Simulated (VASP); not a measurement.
# Cu2O (Cuprite) (Pn-3m) in VASP: further runs

Runs on Cu2O (Cuprite). Level: PBE+D3(BJ). Tasks: relaxation of the atoms.

Program: VASP 6.6.1. These are calculated values, not measurements. Logs are shortened: lines on timing, memory, paths and dates and some standing lists are left out, and cuts for length are marked.

**Experimental background.**

From “Importance of surface oxygen vacancies for ultrafast hot carrier relaxation and transport in Cu2O”, 2021, arxiv:2103.03167, for a bulk crystal of Cu2O: band gap 2.17 eV (direct).

How close the calculation comes is told below.

**1. The crystal as given**

Symmetry: Pn-3m, No. 224, cubic system. The conventional cell has a = 4.261 Å, b = 4.261 Å, c = 4.261 Å, α = 90.00°, β = 90.00°, γ = 90.00°. Cu (site symmetry -3m) has 2 O at 1.84 Å as nearest neighbours. O (site symmetry -43m) has 4 Cu at 1.84 Å as nearest neighbours.

**2. Relaxation of the atoms, PBE+D3(BJ)**

File INCAR:

```
SYSTEM = Cu2O
PREC     = Accurate       ! precision mode
ENCUT    = 600            ! plane-wave cutoff, eV
EDIFF    = 1E-7           ! SCF threshold, eV
ISMEAR   = 0              ! smearing method
SIGMA    = 0.03           ! smearing width, eV
LREAL    = .FALSE.        ! projectors in reciprocal space
LASPH    = .TRUE.         ! aspherical terms in the spheres
NELM     = 80             ! most SCF steps
ALGO     = Normal         ! electronic algorithm
ISIF     = 2              ! what is computed and relaxed
LWAVE    = .FALSE.        ! write WAVECAR
LCHARG   = .FALSE.        ! write CHGCAR
GGA      = PE             ! functional
IVDW     = 12             ! dispersion correction
IBRION   = 2              ! ionic algorithm
NSW      = 40             ! ionic steps
EDIFFG   = -0.01          ! ionic threshold
KPAR     = 2
```

File KPOINTS:

```
regular mesh
0
G
  6 6 6
  0 0 0
```

File POSCAR:

```
Cu2O                                    
1.0
    4.2606481443      0.0000000000      0.0000000000
    0.0000000000      4.2606481443      0.0000000000
    0.0000000000      0.0000000000      4.2606481443
  Cu              O             
     4     2
Direct
     0.2500000000000000    0.2500000000000000    0.2500000000000000
     0.2500000000000000    0.7500000000000000    0.7500000000000000
     0.7500000000000000    0.7500000000000000    0.2500000000000000
     0.7500000000000000    0.2500000000000000    0.7500000000000000
     0.0000000000000000    0.0000000000000000    0.0000000000000000
     0.5000000000000000    0.5000000000000000    0.5000000000000000
```

Potentials or basis: VASP PAW PBE potentials, release 64 (Cu, O).

Started as:

```sh
$ cat potpaw_PBE.64/Cu/POTCAR potpaw_PBE.64/O/POTCAR > POTCAR
$ mpirun -np 2 vasp_std > vasp.out
```

OUTCAR:

```text
SYSTEM = Cu2O
   PREC = Accurate
   ENCUT = 600
   EDIFF = 1E-7
   ISMEAR = 0
   LREAL = .FALSE.
   LASPH = .TRUE.
   NELM = 80
   ISIF = 2
   GGA = PE
   IVDW = 12
   IBRION = 2
   NSW = 40
   EDIFFG = -0.01
 IVDW          = 12

 ion  position               nearest neighbor table
   1  0.250  0.250  0.250-   5 1.84   6 1.84
   2  0.250  0.750  0.750-   5 1.84   6 1.84
   3  0.750  0.750  0.250-   5 1.84   6 1.84
   4  0.750  0.250  0.750-   5 1.84   6 1.84
   5  0.000  0.000  0.000-   1 1.84   2 1.84   3 1.84   4 1.84
   6  0.500  0.500  0.500-   1 1.84   2 1.84   3 1.84   4 1.84

  LATTYP: Found a simple cubic cell.
 ALAT       =     4.2606481443

  Lattice vectors:

 A1 = (   4.2606481443,   0.0000000000,   0.0000000000)
 A2 = (   0.0000000000,   4.2606481443,   0.0000000000)
 A3 = (   0.0000000000,   0.0000000000,   4.2606481443)

Analysis of symmetry for initial positions (statically):
=====================================================================
 Subroutine PRICEL returns:
 Original cell was already a primitive cell.

 Routine SETGRP: Setting up the symmetry group for a
 simple cubic supercell.

 Subroutine GETGRP returns: Found 48 space group operations
 (whereof 24 operations were pure point group operations)
 out of a pool of 48 trial point group operations.

The static configuration has the point symmetry T_d .
 The point group associated with its full space group is O_h .

Analysis of symmetry for dynamics (positions and initial velocities):
=====================================================================
 Subroutine PRICEL returns:
 Original cell was already a primitive cell.

 Routine SETGRP: Setting up the symmetry group for a
 simple cubic supercell.

 Subroutine GETGRP returns: Found 48 space group operations
 (whereof 24 operations were pure point group operations)
 out of a pool of 48 trial point group operations.

The dynamic configuration has the point symmetry T_d .
 The point group associated with its full space group is O_h .

 Subroutine INISYM returns: Found 48 space group operations
 (whereof 24 operations are pure point group operations),
 and found     1 'primitive' translations

----------------------------------------------------------------------------------------

                                     Primitive cell

  volume of cell :      77.3441

[... 94 lines left out ...]
   NSW    =     40    number of steps for IOM
   IBRION =      2    ionic relax: 0-MD 1-quasi-New 2-CG
   NFREE  =      1    steps in history (QN), initial steepest desc. (CG)
   ISIF   =      2    stress and relaxation
   ISYM   =      2    0-nonsym 1-usesym 2-fastsym
   POTIM  = 0.5000    time-step for ionic-motion
   TEBEG  =    0.0;   TEEND  =   0.0 temperature during run
   PSTRESS=    0.0 pullay stress
   NELECT =      56.0000    total number of electrons
   NUPDOWN=      -1.0000    fix difference up-down
   EMIN   =  10.00;   EMAX   =-10.00  energy-range for DOS
   EFERMI =   0.00;   METHOD = LEGACY
   ISMEAR =     0;   SIGMA  =   0.03  broadening in eV -4-tet -1-fermi 0-gaus
   EFERMI_NEDOS =   21; number of points for ismear=-14 and -15
   IALGO  =     38    algorithm
   IMIX   =      4    mixing-type and parameters
     AMIX     =   0.40;   BMIX     =  1.00
     AMIX_MAG =   1.60;   BMIX_MAG =  1.00
  volume/ion in A,a.u.               =      12.89        86.99
  Fermi-wavevector in a.u.,A,eV,Ry     =   1.470038  2.777969 29.402342  2.161011
  Thomas-Fermi vector in A             =   2.585343
   LORBIT       =      0    0 simple, 1 ext, 2 COOP (PROOUT), +10 PAW based schemes
   GGA     = PE    functional components
   LHFCALC =     F    Hartree Fock is set to
   AEXX    =    0.0000 exact exchange contribution
   IVDW    =    12    specifies the selected vdW correction
   LEPSILON=     F    determine dielectric tensor
   LRPA    =     F    only Hartree local field effects (RPA)
 conjugate gradient relaxation of ions
 non-spin polarized calculation
 Gauss-broadening in eV      SIGMA  =   0.03
  energy-cutoff  :      600.00
  volume of cell :       77.34
 maximum number of plane-waves:      2601
 NGX is ok and might be reduce to    36
   NGX = 17   NGY = 17   NGZ = 17

 number of electron      55.9999976 magnetization

 Free energy of the ion-electron system (eV)
  ---------------------------------------------------
  ext. energy  EPLUGINS =         0.00000000
  ---------------------------------------------------
  free energy    TOTEN  =       -27.25939583 eV

  energy without entropy =      -27.25939583  energy(sigma->0) =      -27.25939583

 E-fermi :   4.9632     XC(G=0): -11.0432

 val. band max:        4.7689997305   @ k =   0.0000   0.0000   0.0000
 cond. band min:       5.3067271240   @ k =   0.0000   0.0000   0.0000
 fundamental gap:      0.5377273935
 Fermi energy:         4.9631938600

 k-point     1 :       0.0000    0.0000    0.0000
  band No.  band energies     occupation
      1     -15.3884      2.00000
      2     -14.6513      2.00000
      3      -2.4752      2.00000
      4      -2.4752      2.00000
      5      -2.4752      2.00000
      6      -0.0919      2.00000
[... 709 lines left out ...]
     32       9.6626      0.00000
     33       9.6626      0.00000

------------------------ aborting loop because EDIFF is reached ----------------------------------------

 Edisp (eV)   -1.85064

 E8    (eV) :    -0.7455

  FORCE on cell =-STRESS in cart. coord.  units (eV):
  Direction    XX          YY          ZZ          XY          YZ          ZX
  --------------------------------------------------------------------------------------
  -------------------------------------------------------------------------------------
  Total      -0.00610    -0.00610    -0.00610    -0.00000    -0.00000     0.00000
  in kB      -0.12640    -0.12640    -0.12640    -0.00000    -0.00000     0.00000
  external pressure =       -0.13 kB  Pullay stress =        0.00 kB

 VOLUME and BASIS-vectors are now :
 -----------------------------------------------------------------------------
  energy-cutoff  :      600.00
  volume of cell :       77.34
      direct lattice vectors                 reciprocal lattice vectors
     4.260648144  0.000000000  0.000000000     0.234706074  0.000000000  0.000000000
     0.000000000  4.260648144  0.000000000     0.000000000  0.234706074  0.000000000
     0.000000000  0.000000000  4.260648144     0.000000000  0.000000000  0.234706074

 POSITION                                       TOTAL-FORCE (eV/Angst)
 -----------------------------------------------------------------------------------
      1.06516      1.06516      1.06516        -0.000000      0.000000      0.000000
      1.06516      3.19549      3.19549         0.000000     -0.000000     -0.000000
      3.19549      3.19549      1.06516         0.000000     -0.000000      0.000000
      3.19549      1.06516      3.19549         0.000000     -0.000000      0.000000
      0.00000      0.00000      0.00000        -0.000000      0.000000      0.000000
      2.13032      2.13032      2.13032        -0.000000      0.000000     -0.000000
 -----------------------------------------------------------------------------------
    total drift:                                0.000000      0.000000      0.000000

  FREE ENERGIE OF THE ION-ELECTRON SYSTEM (eV)
  ---------------------------------------------------
  free  energy   TOTEN  =       -29.1100386422 eV

  energy  without entropy=      -29.1100386422  energy(sigma->0) =      -29.11003864

 reached required accuracy - stopping structural energy minimisation
```

Run time: 25 s. Hardware: 2 MPI ranks of Intel Xeon Platinum 8375C at 2.90GHz (Ice Lake), shared host; peak memory 0.22 GiB.

What came out:

```yaml
Free_energy: -29.1100 eV
Pressure_after_relaxing: 0.0 GPa
Band_gap_on_the_k_mesh: 0.54 eV, direct
Dispersion_energy_per_atom: -0.308 eV
```

Final structure:
```yaml
crystal:
  lattice:
    - [4.26065, 0.00000, 0.00000]
    - [0.00000, 4.26065, 0.00000]
    - [0.00000, 0.00000, 4.26065]
  atoms:
    - { symbol: Cu, position: [0.25000, 0.25000, 0.25000] }
    - { symbol: Cu, position: [0.25000, 0.75000, 0.75000] }
    - { symbol: Cu, position: [0.75000, 0.75000, 0.25000] }
    - { symbol: Cu, position: [0.75000, 0.25000, 0.75000] }
    - { symbol: O, position: [0.00000, 0.00000, 0.00000] }
    - { symbol: O, position: [0.50000, 0.50000, 0.50000] }
```

Levels at points of the mesh, in eV from the valence-band top:
```tsv
k point	band 26	band 27	band 28	band 29	band 30	band 31
(0.00, 0.00, 0.00)	0.00	0.00	0.00	0.54	1.25	1.25
(0.50, 0.00, 0.00)	-1.20	-0.39	-0.39	2.27	2.27	4.24
(0.50, 0.50, 0.00)	-1.21	-0.65	-0.65	1.92	1.92	3.86
(0.50, 0.50, 0.50)	-0.57	-0.57	-0.57	2.46	2.46	2.46
```

Caveat: the relaxation stopped at its first step, so nothing moved.

[end of part 1 of 2]
